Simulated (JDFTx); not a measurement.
# BAs (F-43m) in JDFTx: a series of runs

One crystal, BAs, is run at these levels: RPBE; tasks: equation of state.

Everything below comes from runs of JDFTx 1.7.0 (patched build). Logs are shortened: lines on timing, memory, paths and dates and some standing lists are left out, and cuts for length are marked. The log counts tension as positive stress, the text compression.

**What was measured.**

From “Basic Physical Properties of Cubic Boron Arsenide”, 2019, arxiv:1911.11281, for a bulk crystal of BAs: bulk modulus 148 GPa.

The results are compared with them further down.

**1. The crystal as given**

It takes space group F-43m (No. 216, cubic). Conventional cell: a = 4.777 Å, b = 4.777 Å, c = 4.777 Å, α = 90.00°, β = 90.00°, γ = 90.00°. Around As (site symmetry -43m) lie 4 B at 2.07 Å. Around B (site symmetry -43m) lie 4 As at 2.07 Å.

**2. Equation of state, RPBE, 12.81 Å³/atom (volume scaled by 0.94)**

File BAs.in:

```
lattice Face-Centered Cubic 8.8429409751
coords-type Lattice
ion As     0.7500000000     0.7500000000     0.7500000000 1
ion B      0.0000000000     0.0000000000     0.0000000000 1

ion-species pseudo/As.upf
ion-species pseudo/B.upf
elec-cutoff 42 336
elec-ex-corr gga-x-rpbe gga-c-pbe
kpoint-folding 10 10 10
elec-smearing Fermi 0.0018374661
elec-n-bands 15
electronic-SCF nIterations 100 energyDiffThreshold 1e-09
electronic-minimize nIterations 30 energyDiffThreshold 1e-7
forces-output-coords Cartesian

dump-name run.$VAR
dump End Ecomponents EigStats BandEigs Kpoints Forces Stress ElecDensity Dtot KEdensity
```

Potentials or basis: PseudoDojo-SR-PBE-0.5-standard with smoothed tails.

Launch:

```bash
> jdftx -c 1 -i BAs.in -o BAs.out
```

Log:

```text
*************** JDFTx 1.7.0 (patched build) ***************

Input parsed successfully to the following command list (including defaults):

basis kpoint-dependent
coords-type Lattice
core-overlap-check vector
coulomb-interaction Periodic
davidson-band-ratio 1.1
dump End Forces ElecDensity KEdensity Dtot BandEigs EigStats Ecomponents Stress Kpoints
dump-name run.$VAR
elec-cutoff 42 336
elec-eigen-algo Davidson
elec-ex-corr gga-x-rpbe gga-c-pbe
elec-n-bands 15 1
elec-smearing Fermi 0.00183747
electronic-minimize  \
	dirUpdateScheme      FletcherReeves \
	linminMethod         DirUpdateRecommended \
	nIterations          30 \
	history              15 \
	knormThreshold       0 \
	maxThreshold         no \
	energyDiffThreshold  1e-07 \
	nEnergyDiff          2 \
	convergeAll          no \
	alphaTstart          1 \
	alphaTmin            1e-10 \
	updateTestStepSize   yes \
	alphaTreduceFactor   0.1 \
	alphaTincreaseFactor 3 \
	nAlphaAdjustMax      3 \
	wolfeEnergy          0.0001 \
	wolfeGradient        0.9 \
	abortOnFailedStep    no \
	fdTest               no
electronic-scf  \
	nIterations	100 \
	energyDiffThreshold	1e-09 \
	residualThreshold	1e-07 \
	mixFraction	0.5 \
	qMetric	0.8 \
	history	10 \
	nEigSteps	2 \
	eigDiffThreshold	1e-08 \
	mixedVariable	Density \
	qKerker	0.8 \
	qKappa	-1 \
	verbose	no \
	mixFractionMag	1.5
exchange-regularization WignerSeitzTruncated
fluid None
fluid-ex-corr lda-TF lda-PZ
fluid-gummel-loop 10 1.000000e-05
fluid-minimize  \
	dirUpdateScheme      PolakRibiere \
	linminMethod         DirUpdateRecommended \
	nIterations          100 \
	history              15 \
	knormThreshold       0 \
	maxThreshold         no \
	energyDiffThreshold  0 \
	nEnergyDiff          2 \
	convergeAll          no \
	alphaTstart          1 \
	alphaTmin            1e-10 \
	updateTestStepSize   yes \
	alphaTreduceFactor   0.1 \
	alphaTincreaseFactor 3 \
	nAlphaAdjustMax      3 \
	wolfeEnergy          0.0001 \
	wolfeGradient        0.9 \
	abortOnFailedStep    no \
	fdTest               no
fluid-solvent H2O 55.338 ScalarEOS \
	epsBulk 78.4 \
	pMol 0.92466 \
	epsInf 1.77 \
	Pvap 1.06736e-10 \
	sigmaBulk 4.62e-05 \
	Rvdw 2.61727 \
	Res 1.42 \
	tauNuc 343133 \
	poleEl 15 7 1
forces-output-coords Cartesian
ion As   0.750000000000000   0.750000000000000   0.750000000000000 1
ion B   0.000000000000000   0.000000000000000   0.000000000000000 1
ion-species pseudo/As.upf
ion-species pseudo/B.upf
ion-width 0
ionic-minimize  \
	dirUpdateScheme      L-BFGS \
	linminMethod         DirUpdateRecommended \
	nIterations          0 \
	history              15 \
	knormThreshold       0.0001 \
	maxThreshold         no \
	energyDiffThreshold  1e-06 \
	nEnergyDiff          2 \
	convergeAll          no \
	alphaTstart          1 \
	alphaTmin            1e-10 \
	updateTestStepSize   yes \
	alphaTreduceFactor   0.1 \
	alphaTincreaseFactor 3 \
	nAlphaAdjustMax      3 \
	wolfeEnergy          0.0001 \
	wolfeGradient        0.9 \
	abortOnFailedStep    no \
	fdTest               no
kpoint   0.000000000000   0.000000000000   0.000000000000  1.00000000000000
kpoint-folding 10 10 10
latt-move-scale 1 1 1
latt-scale 1 1 1
lattice Face-Centered Cubic 8.84294
lattice-minimize  \
	dirUpdateScheme      L-BFGS \
	linminMethod         DirUpdateRecommended \
	nIterations          0 \
	history              15 \
	knormThreshold       0 \
	maxThreshold         no \
	energyDiffThreshold  1e-06 \
	nEnergyDiff          2 \
	convergeAll          no \
	alphaTstart          1 \
	alphaTmin            1e-10 \
	updateTestStepSize   yes \
	alphaTreduceFactor   0.1 \
	alphaTincreaseFactor 3 \
	nAlphaAdjustMax      3 \
	wolfeEnergy          0.0001 \
	wolfeGradient        0.9 \
	abortOnFailedStep    no \
	fdTest               no
lcao-params -1 1e-06 0.00183747
pcm-variant GLSSA13
perturb-minimize  \
	nIterations            0 \
	algorithm              MINRES \
	residualTol            0.0001 \
	residualDiffThreshold  0.0001 \
	CGBypass               no \
	recomputeResidual      no
spintype no-spin
subspace-rotation-factor 1 yes
symmetries automatic
symmetry-threshold 0.0001

---------- Setting up symmetries ----------

Found 48 point-group symmetries of the bravais lattice
Found 24 space-group symmetries with basis
Applied RMS atom displacement 0 bohrs to make symmetries exact.

---------- Initializing the Grid ----------
R =
[            0      4.42147      4.42147  ]
[      4.42147            0      4.42147  ]
[      4.42147      4.42147            0  ]
unit cell volume = 172.874
G =
[  -0.710531   0.710531   0.710531  ]
[   0.710531  -0.710531   0.710531  ]
[   0.710531   0.710531  -0.710531  ]
Minimum fftbox size, Smin = [  52  52  52  ]
Chosen fftbox size, S = [  54  54  54  ]

---------- Initializing tighter grid for wavefunction operations ----------
R =
[            0      4.42147      4.42147  ]
[      4.42147            0      4.42147  ]
[      4.42147      4.42147            0  ]
unit cell volume = 172.874
G =
[  -0.710531   0.710531   0.710531  ]
[   0.710531  -0.710531   0.710531  ]
[   0.710531   0.710531  -0.710531  ]
Minimum fftbox size, Smin = [  40  40  40  ]
Chosen fftbox size, S = [  40  40  40  ]

---------- Exchange Correlation functional ----------
Initialized LibXC exchange functional 'Hammer, Hansen, and Norskov'
Initialized LibXC correlation functional 'Perdew, Burke & Ernzerhof'

---------- Setting up pseudopotentials ----------
Width of ionic core gaussian charges (only for fluid interactions / plotting) set to 0

Reading pseudopotential file 'pseudo/As.upf':
  'As' pseudopotential, 'PBE' functional
  Generated using ONCVPSP code by D. R. Hamann
  15 valence electrons, 3 orbitals, 6 projectors, 1001 radial grid points, with lMax = 2
    3D    l: 2   occupation: 10.0   eigenvalue: -1.493697
    4S    l: 0   occupation:  2.0   eigenvalue: -0.532653
    4P    l: 1   occupation:  3.0   eigenvalue: -0.190913
  Core radius for overlap checks: 1.74 bohrs.

Reading pseudopotential file 'pseudo/B.upf':
  'B' pseudopotential, 'PBE' functional
  Generated using ONCVPSP code by D. R. Hamann
  3 valence electrons, 2 orbitals, 4 projectors, 1001 radial grid points, with lMax = 1
    2S    l: 0   occupation:  2.0   eigenvalue: -0.347027
    2P    l: 1   occupation:  1.0   eigenvalue: -0.132548
  Core radius for overlap checks: 1.18 bohrs.

Initialized 2 species with 2 total atoms.

Folded 1 k-points by 10x10x10 to 1000 k-points.

---------- Setting up k-points, bands, fillings ----------
Adding inversion symmetry to k-mesh for non-inversion-symmetric unit cell.
Reduced to 47 k-points under symmetry.
Computing the number of bands and number of electrons
Calculating initial fillings.
nElectrons:  18.000000   nBands: 15   nStates: 47

----- Setting up reduced wavefunction bases (one per k-point) -----
average nbasis = 2246.837 , ideal nbasis = 2247.492

---------- Setting up ewald sum ----------
Optimum gaussian width for ewald sums = 2.008155 bohr.
Real space sum over 1331 unit cells with max indices [  5  5  5  ]
Reciprocal space sum over 2197 terms with max indices [  6  6  6  ]

---------- Allocating electronic variables ----------
Initializing wave functions:  linear combination of atomic orbitals
Note: number of bands (15) exceeds available atomic orbitals (13)
As pseudo-atom occupations:   s ( 2 )  p ( 3 )  d ( 10 )
B pseudo-atom occupations:   s ( 2 )  p ( 1 )
	FillingsUpdate:  mu: +0.510108858  nElectrons: 18.000000
LCAOMinimize: Iter:   0  F: -98.6991322959049882  |grad|_K:  3.208e-03  alpha:  1.000e+00
	FillingsUpdate:  mu: +0.500196272  nElectrons: 18.000000
LCAOMinimize: Iter:   1  F: -98.7235128089773042  |grad|_K:  1.181e-04  alpha:  4.661e-01  linmin:  3.323e-01  cgtest: -7.970e-01
	FillingsUpdate:  mu: +0.499918644  nElectrons: 18.000000
[... 6 lines of inner loops ...]
LCAOMinimize: Iter:   4  F: -98.7235577775731343  |grad|_K:  5.643e-08  alpha:  9.689e-01  linmin: -2.288e-05  cgtest:  3.741e-04
	FillingsUpdate:  mu: +0.500297474  nElectrons: 18.000000
LCAOMinimize: Iter:   5  F: -98.7235577775831530  |grad|_K:  1.861e-08  alpha:  5.889e-01  linmin:  1.184e-03  cgtest: -3.839e-03
LCAOMinimize: Converged (|Delta F|<1.000000e-06 for 2 iters).

-------- Electronic minimization -----------
Will mix electronic density at each iteration.
	FillingsUpdate:  mu: +0.500297474  nElectrons: 18.000000
	FillingsUpdate:  mu: +0.471124945  nElectrons: 18.000000
SCF: Cycle:  0   F: -98.773623518476910   dF: -5.007e-02   |Residual|: 4.914e-02   |deigs|: 2.453e-01
	FillingsUpdate:  mu: +0.473940672  nElectrons: 18.000000
SCF: Cycle:  1   F: -98.774777114682209   dF: -1.154e-03   |Residual|: 2.751e-02   |deigs|: 9.146e-03
	FillingsUpdate:  mu: +0.478261134  nElectrons: 18.000000
SCF: Cycle:  2   F: -98.774956044759875   dF: -1.789e-04   |Residual|: 3.497e-03   |deigs|: 8.017e-03
	FillingsUpdate:  mu: +0.478470222  nElectrons: 18.000000
SCF: Cycle:  3   F: -98.774962950986662   dF: -6.906e-06   |Residual|: 1.895e-03   |deigs|: 8.886e-04
	FillingsUpdate:  mu: +0.478849120  nElectrons: 18.000000
SCF: Cycle:  4   F: -98.774965743748396   dF: -2.793e-06   |Residual|: 5.110e-04   |deigs|: 5.129e-04
	FillingsUpdate:  mu: +0.478861509  nElectrons: 18.000000
SCF: Cycle:  5   F: -98.774966048152194   dF: -3.044e-07   |Residual|: 2.360e-04   |deigs|: 3.398e-04
	FillingsUpdate:  mu: +0.478914725  nElectrons: 18.000000
SCF: Cycle:  6   F: -98.774966177394177   dF: -1.292e-07   |Residual|: 3.465e-05   |deigs|: 2.634e-04
	FillingsUpdate:  mu: +0.478921989  nElectrons: 18.000000
SCF: Cycle:  7   F: -98.774966202403235   dF: -2.501e-08   |Residual|: 1.893e-05   |deigs|: 2.489e-04
	FillingsUpdate:  mu: +0.478921186  nElectrons: 18.000000
SCF: Cycle:  8   F: -98.774966213785888   dF: -1.138e-08   |Residual|: 7.486e-06   |deigs|: 2.689e-04
	FillingsUpdate:  mu: +0.478921499  nElectrons: 18.000000
SCF: Cycle:  9   F: -98.774966216829355   dF: -3.043e-09   |Residual|: 3.250e-06   |deigs|: 1.883e-04
	FillingsUpdate:  mu: +0.478921210  nElectrons: 18.000000
SCF: Cycle: 10   F: -98.774966218639548   dF: -1.810e-09   |Residual|: 8.204e-07   |deigs|: 3.238e-04
	FillingsUpdate:  mu: +0.478921100  nElectrons: 18.000000
SCF: Cycle: 11   F: -98.774966219063401   dF: -4.239e-10   |Residual|: 2.338e-07   |deigs|: 1.423e-04
	FillingsUpdate:  mu: +0.478921081  nElectrons: 18.000000
SCF: Cycle: 12   F: -98.774966219331532   dF: -2.681e-10   |Residual|: 5.624e-07   |deigs|: 1.860e-04
SCF: Converged (|Delta E|<1.000000e-09 for 2 iters).

Setting wave functions to eigenvectors of Hamiltonian

# Stress tensor in Cartesian coordinates [Eh/a0^3]:
[  -0.00051299            0            0  ]
[            0  -0.00051299            0  ]
[            0            0  -0.00051299  ]

# Ionic positions in lattice coordinates:
ion As   0.750000000000000   0.750000000000000   0.750000000000000 1
ion B   0.000000000000000   0.000000000000000   0.000000000000000 1

# Forces in Cartesian coordinates:
force As   0.000000000000000   0.000000000000000  -0.000000000000000 1
force B   0.000000000000000   0.000000000000000   0.000000000000000 1

# Energy components:
   Eewald =      -64.7427120609167588
       EH =       29.7397588275451419
     Eloc =      -75.0698350282721236
      Enl =      -52.4616569515578277
      Exc =      -25.1244576392265735
 Exc_core =       10.2928456967596453
       KE =       78.5910909398163398
-------------------------------------
     Etot =      -98.7749662158521318
       TS =        0.0000000034793965
-------------------------------------
        F =      -98.7749662193315316

IonicMinimize: Iter:   0  F: -98.774966219331532  |grad|_K:  3.025e-36
IonicMinimize: Converged (|grad|_K<1.000000e-04).

#--- Lowdin population analysis ---
# oxidation-state As +0.759
# oxidation-state B -0.720

Dumping 'run.eigStats' ...
	eMin: -0.871846 at state 30 ( [ +0.000000 +0.500000 +0.500000 ] spin 0 )
	HOMO: +0.458126 at state 0 ( [ +0.000000 +0.000000 +0.000000 ] spin 0 )
	mu  : +0.478921
	LUMO: +0.500993 at state 27 ( [ +0.000000 +0.400000 +0.400000 ] spin 0 )
	eMax: +1.134933 at state 30 ( [ +0.000000 +0.500000 +0.500000 ] spin 0 )
	HOMO-LUMO gap: +0.042867
	Optical gap  : +0.124668 at state 0 ( [ +0.000000 +0.000000 +0.000000 ] spin 0 )
Done!
[note: mu as printed may lie anywhere between the filled and the empty levels]
```

Run time: 1.9 min. Hardware: 1 thread of AMD EPYC 7R43 (Zen 3), shared host; peak memory 0.1 GiB.

Results:

- Free energy: -2687.8038 eV
- Pressure: 15.1 GPa
- Band gap on the k mesh: 1.17 eV, indirect (least direct gap 3.39 eV)
- Loewdin charges: As +0.76; B -0.72 e

Caveat: the potentials were made for another functional, which shifts forces and pressure.

**3. Equation of state, RPBE, 13.08 Å³/atom (volume scaled by 0.96)**

BAs.in, as its differences from that of step 2:

```diff
@@ -1,2 +1,2 @@
-lattice Face-Centered Cubic 8.8429409751
+lattice Face-Centered Cubic 8.9052172590
 coords-type Lattice
@@ -17,2 +17,2 @@
 dump-name run.$VAR
-dump End Ecomponents EigStats BandEigs Kpoints Forces Stress ElecDensity Dtot KEdensity
+dump End Ecomponents EigStats BandEigs Kpoints Forces Stress
```

Potentials or basis: PseudoDojo-SR-PBE-0.5-standard with smoothed tails.

Launch:

```bash
> jdftx -c 1 -i BAs.in -o BAs.out
```

Wall time 1.7 min (1 thread of AMD EPYC 7R43 (Zen 3), shared host); peak memory 0.11 GiB.

Results (log left out):

| Item | Value |
| --- | --- |
| Free energy | -2687.8486 eV |
| Pressure | 11.3 GPa |
| Band gap on the k mesh | 1.19 eV, indirect (least direct gap 3.36 eV) |
| Loewdin charges | As +0.74; B -0.70 e |

Caveat: the potentials were made for another functional, which shifts forces and pressure.

**4. Equation of state, RPBE, 13.35 Å³/atom (volume scaled by 0.98)**

BAs.in, as its differences from that of step 3:

```diff
@@ -1,2 +1,2 @@
-lattice Face-Centered Cubic 8.9052172590
+lattice Face-Centered Cubic 8.9666344911
 coords-type Lattice
```

Launch:

```bash
> jdftx -c 1 -i BAs.in -o BAs.out
```

It took 1.9 min on 1 thread of AMD EPYC 7R43 (Zen 3), shared host; peak memory 0.12 GiB.

It converged, with:

```yaml
Free_energy: -2687.8814 eV
Pressure: 8.0 GPa
Band_gap_on_the_k_mesh: 1.21 eV, indirect (least direct gap 3.33 eV)
Loewdin_charges: As +0.73; B -0.69 e
```

Caveat: the potentials were made for another functional, which shifts forces and pressure.

**5. Equation of state, RPBE, 13.63 Å³/atom**

BAs.in, as its differences from that of step 4:

```diff
@@ -1,2 +1,2 @@
-lattice Face-Centered Cubic 8.9666344911
+lattice Face-Centered Cubic 9.0272216973
 coords-type Lattice
```

Launch:

```bash
> jdftx -c 1 -i BAs.in -o BAs.out
```

Run time: 90 s. Hardware: 1 thread of AMD EPYC 7R43 (Zen 3), shared host; peak memory 0.12 GiB.

The run converged. Its results:

```
Free energy            : -2687.9032 eV
Pressure               : 4.9 GPa
Band gap on the k mesh : 1.23 eV, indirect (least direct gap 3.31 eV)
Loewdin charges        : As +0.71; B -0.67 e
```

Caveat: the potentials were made for another functional, which shifts forces and pressure.

**6. Equation of state, RPBE, 13.90 Å³/atom (volume scaled by 1.02)**

BAs.in, as its differences from that of step 5:

```diff
@@ -1,2 +1,2 @@
-lattice Face-Centered Cubic 9.0272216973
+lattice Face-Centered Cubic 9.0870063648
 coords-type Lattice
```

Potentials or basis: PseudoDojo-SR-PBE-0.5-standard with smoothed tails.

Launch:

```bash
> jdftx -c 1 -i BAs.in -o BAs.out
```

Run time: 1.7 min. Hardware: 1 thread of AMD EPYC 7R43 (Zen 3), shared host; peak memory 0.12 GiB.

It converged, with:

```
Free energy            : -2687.9151 eV
Pressure               : 2.1 GPa
Band gap on the k mesh : 1.26 eV, indirect (least direct gap 3.28 eV)
Loewdin charges        : As +0.70; B -0.66 e
```

Caveat: the potentials were made for another functional, which shifts forces and pressure.

**7. Equation of state, RPBE, 14.17 Å³/atom (volume scaled by 1.04)**

BAs.in, as its differences from that of step 6:

```diff
@@ -1,2 +1,2 @@
-lattice Face-Centered Cubic 9.0870063648
+lattice Face-Centered Cubic 9.1460145529
 coords-type Lattice
```

Launch:

```bash
> jdftx -c 1 -i BAs.in -o BAs.out
```

It took 1.8 min on 1 thread of AMD EPYC 7R43 (Zen 3), shared host; peak memory 0.11 GiB.

Results (log left out):

```
Free energy            : -2687.9181 eV
Pressure               : -0.4 GPa
Band gap on the k mesh : 1.28 eV, indirect (least direct gap 3.25 eV)
Loewdin charges        : As +0.68; B -0.65 e
```

Caveat: the potentials were made for another functional, which shifts forces and pressure.

**8. Equation of state, RPBE, 14.44 Å³/atom (volume scaled by 1.06)**

BAs.in, as its differences from that of step 7:

```diff
@@ -1,2 +1,2 @@
-lattice Face-Centered Cubic 9.1460145529
+lattice Face-Centered Cubic 9.2042709936
 coords-type Lattice
```

Launch:

```bash
> jdftx -c 1 -i BAs.in -o BAs.out
```

Wall time 1.9 min (1 thread of AMD EPYC 7R43 (Zen 3), shared host); peak memory 0.11 GiB.

The run converged. Its results:

```
Free energy            : -2687.9129 eV
Pressure               : -2.7 GPa
Band gap on the k mesh : 1.30 eV, indirect (least direct gap 3.23 eV)
Loewdin charges        : As +0.67; B -0.63 e
```

Caveat: the potentials were made for another functional, which shifts forces and pressure.

**9. Equation of state, RPBE**

Potentials or basis: PseudoDojo-SR-PBE-0.5-standard with smoothed tails.

This step only gathers the single runs of the series.

What came out:

```yaml
Equilibrium_volume: 14.13 Å³/atom
Bulk_modulus: 126 GPa
Pressure_derivative_of_the_bulk_modulus: 4.1
```

Energy against volume, from the lowest point:
| volume (Å³/atom) | energy (meV/atom) |
| --- | --- |
| 12.809 | 57.16 |
| 13.081 | 34.73 |
| 13.354 | 18.33 |
| 13.626 | 7.42 |
| 13.899 | 1.47 |
| 14.171 | 0.00 |
| 14.444 | 2.60 |

Caveat: the potentials were made for another functional, which shifts forces and pressure. RPBE and its kin give volumes clearly too large for solids.

**10. Comparison with measurements**

Step 9. A measured bulk modulus of BAs is 148 GPa (quoted in “Basic Physical Properties of Cubic Boron Arsenide”, 2019, arxiv:1911.11281); the calculated 126 GPa misses it by -15.0 %. The fit is for a static lattice scaled at fixed shape and fixed fractional positions.
